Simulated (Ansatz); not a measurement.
**Si (Fd-3m): G0W0 and the band count and response cutoff**

```
Si
1.0
     0.00000    2.71550    2.71550
     2.71550    0.00000    2.71550
     2.71550    2.71550    0.00000
Si
2
Direct
  0.00000 0.00000 0.00000
  0.25000 0.25000 0.25000
```

Held fixed (Ansatz):

```
orbitals    : PBE
datasets    : soft PAW set, first generation
k mesh      : 6×6×6
frequencies : plasmon pole, fitted at the program's default frequency
q → 0 term  : analytic weight of Carrier, Rohra and Görling
band sums   : cut at the band count
```

The gap is read from Γ to X, linearised, between the Kohn-Sham band edges among the points solved. The direct gap is read between the top filled and lowest empty Kohn-Sham band at Γ. ε∞ is the electronic dielectric constant on this mesh. Wave cutoffs: 420, 420, 420, 420 eV in the order of the series.

```tsv
bands, response cutoff	KS gap (eV)	G0W0 gap (eV)	direct at Γ (eV)	ε∞
198 empty bands, 113.3 eV	0.71	1.13	3.15	15.3
283 empty bands, 143.3 eV	0.71	1.16	3.17	15.3
399 empty bands, 180 eV	0.71	1.17	3.18	15.3
733 empty bands, 280 eV	0.71	?	?	?
```

Problem. Fill in the row for 733 empty bands, 280 eV.

Solution. G0W0 gap 1.19 eV, direct at Γ 3.19 eV, ε∞ 15.3.

Soft PAW datasets can miss an all-electron G0W0 gap by more than 5 %. Band sums or response are cut, so the gap isn't at its basis limit. The gap is read among the points solved; the crystal's band edges can lie elsewhere. Meshes this coarse can overestimate the dielectric constant by a tenth and more.
